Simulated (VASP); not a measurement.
## Li15S8 (a cell with a defect): single point with PBE

The system is Li15S8 (a cell with a defect).

```xyz
23
Lattice="0.0000 5.6703 5.6703 5.6703 0.0000 5.6703 5.6703 5.6703 0.0000" Properties=species:S:1:pos:R:3 pbc="T T T"
Li    7.0879    7.0879    4.2640
Li    7.0879    4.2640    7.0879
Li    9.9118    7.0879    7.0879
Li    4.2640    7.0879    7.0879
Li    7.0879    9.9118    7.0879
Li    7.0879    7.0879    9.9118
Li    9.9231    9.9231    9.9231
Li    1.4176    1.4176    1.4176
Li    4.2528    4.2528    1.5268
Li    4.2528    1.5268    4.2528
Li    6.9787    4.2528    4.2528
Li    1.5268    4.2528    4.2528
Li    4.2528    6.9787    4.2528
Li    4.2528    4.2528    6.9787
Li    7.0879    7.0879    7.0879
S     0.0026    0.0026    0.0026
S     2.8326    2.8326    0.0026
S     2.8326    0.0026    2.8326
S     5.7057    2.7999    2.7999
S     0.0026    2.8326    2.8326
S     2.7999    5.7057    2.7999
S     2.7999    2.7999    5.7057
S     5.7057    5.7057    5.7057
```

The cell isn't the ideal one: Li vacancy, charge +0, ions relaxed.

* Program: VASP 6.6.1
* Task: single point
* Functional: PBE
* Potentials or basis: VASP PAW PBE potentials, release 64 (Li_sv, S)
* Cutoff: 520 eV
* k mesh: 3 × 3 × 3
* Occupations: fermi-dirac, width 0.01 eV
* Spin: collinear spin, typed start
* Starting moments: [0.0, 0.0, 0.0, 0.0, 0.0, 0.0, 0.0, 0.0, 0.0, 0.0, 0.0, 0.0, 0.0, 0.0, 0.0, 0.0, 0.0, 0.0, 0.5, 0.0, 0.5, 0.5, 0.5] μB
* Dipole correction: no
* Further INCAR settings: LREAL = Auto; ALGO = Normal; EDIFF = 1e-07; NBANDS = 68

| Item | Value |
| --- | --- |
| Largest force | 0.029 eV/Å |
| Band gap on the k mesh | none (metal or under the smearing width) |
| Net moment | 0.77 μB per cell |
| Site moments | Li -0.00, +0.00; S +0.03, +0.09 μB |
| Valence electrons inside the program's atomic spheres | Li 2.08, 2.10; S 3.78 |

Forces on the atoms (eV/Å):
```
Li   0.000  0.000  0.000
Li   0.000  0.000  0.000
Li   0.000  0.000  0.000
Li   0.000  0.000  0.000
Li   0.000  0.000  0.000
Li   0.000  0.000  0.000
Li   0.000  0.000  0.000
Li   0.000  0.000  0.000
Li   0.000  0.000  0.006
Li   0.000  0.006  0.000
Li  -0.006  0.000  0.000
Li   0.006  0.000  0.000
Li   0.000 -0.006  0.000
Li   0.000  0.000 -0.006
Li   0.000  0.000  0.000
S   -0.017 -0.017 -0.017
S    0.017  0.017 -0.017
S    0.017 -0.017  0.017
S    0.003 -0.003 -0.003
S   -0.017  0.017  0.017
S   -0.003  0.003 -0.003
S   -0.003 -0.003  0.003
S    0.003  0.003  0.003
```

Levels at points of the mesh, in eV from the Fermi level:
Spin up:
| k point | band 45 | band 46 | band 47 | band 48 | band 49 | band 50 |
| --- | --- | --- | --- | --- | --- | --- |
| (0.00, 0.00, 0.00) | 0.08 | 0.08 | 0.08 | 3.66 | 3.66 | 3.66 |
Spin down:
| k point | band 43 | band 44 | band 45 | band 46 | band 47 | band 48 | band 49 | band 50 |
| --- | --- | --- | --- | --- | --- | --- | --- | --- |
| (0.00, 0.00, 0.00) | -0.24 | -0.24 | 0.18 | 0.18 | 0.18 | 3.67 | 3.67 | 3.67 |

Wall time 6.3 min on 1 thread of Intel(R) Xeon(R) Platinum 8488C (Sapphire Rapids) (shared host), peak memory 0.68 GiB.
